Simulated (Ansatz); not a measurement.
Ti:

```
Ti
1.0
     2.95000    0.00000    0.00000
    -1.47500    2.55477    0.00000
     0.00000    0.00000    4.68000
Ti
2
Direct
  0.66667 0.33333 0.75000
  0.33333 0.66667 0.25000
```

Base run:

* Program: Ansatz 0.2.0
* Functional: LDA
* Potentials or basis: Ansatz PAW
* Cutoff: 420 eV
* Density cutoff: 1680 eV
* k mesh: 10 × 10 × 6
* Occupations: fermi-dirac, width 0.05 eV
* Spin: no spin polarisation

Its results: band gap on the k mesh none (metal or under the smearing width); pressure -9.8 GPa.

Problem. After a change of settings the same cell gave: band gap on the k mesh none (metal or under the smearing width); pressure 0.9 GPa. Which change was it?
A. functional from LDA to BLYP
B. functional from LDA to PBE; occupations from fermi-dirac, width 0.05 eV to gaussian, width 0.018 eV
C. functional from LDA to PBE

Solution. A.

BLYP binds less tightly than LDA, so the same cell stands under more pressure.

Caveats: the PAW data sets come from PBE, with cores solved anew for the run's functional, which leaves a small shift of forces and pressure; the potentials were made for another functional, which shifts forces and pressure (some runs).

Not every run made on this cell is shown here.
